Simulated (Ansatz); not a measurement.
## MoSe₂: do energies and stresses tell the same story?

Level of theory: DFT PBE+D3(BJ), scalar-relativistic, plane waves, PAW (Ansatz).

Settings: cutoff 420 eV, Γ-centred mesh 12×12×2 on the computed 6-atom cell, Gaussian smearing of 0.02 eV; no spin polarisation.

Relaxed cell: P6_3/mmc, a = 3.276 Å, b = 3.276 Å, c = 12.732 Å, α = 90.00°, β = 90.00°, γ = 120.00°, 6 atoms in the primitive cell.

Energies at zero smearing and pressures from the stress tensor, at volumes with shape and atoms relaxed:
| V (Å³/atom) | E − E(first) (meV/atom) | P (GPa) |
| --- | --- | --- |
| 17.358 | 0.00 | 10.68 |
| 17.949 | -32.33 | 6.96 |
| 18.541 | -52.36 | 4.01 |
| 19.133 | -62.74 | 1.72 |
| 19.725 | -65.81 | 0.02 |
| 20.316 | -63.58 | -1.14 |
| 20.908 | -57.80 | -1.88 |
| 21.697 | -47.05 | -2.35 |

Problem. Check P = −dE/dV between neighbouring volumes, and get the bulk modulus from the pressures alone.

Solution. With 1 eV/Å³ = 160.2 GPa:
```csv
middle V (Å³/atom),−ΔE/ΔV (GPa),mean P (GPa)
17.654,8.754,8.820
18.245,5.423,5.482
18.837,2.812,2.863
19.429,0.829,0.873
20.020,-0.604,-0.559
20.612,-1.563,-1.513
21.303,-2.184,-2.115
```

The two differ by 0.07 GPa at most. The mean of two end pressures misses the average over a step by about ΔV² P″/12, up to 0.06 GPa here; with that taken off 0.02 GPa remains. Around V = 19.725 Å³/atom, the two neighbours give B = −V ΔP/ΔV = 19.725 × 2.86 / 1.183 = 47.7 GPa, against B0 = 45.5 GPa from the Birch–Murnaghan fit of the energies, which describes these points poorly (B0' = 10.4).

A ferromagnetic start lost its moments in a first run, so spin was left out; other magnetic orders weren't tried.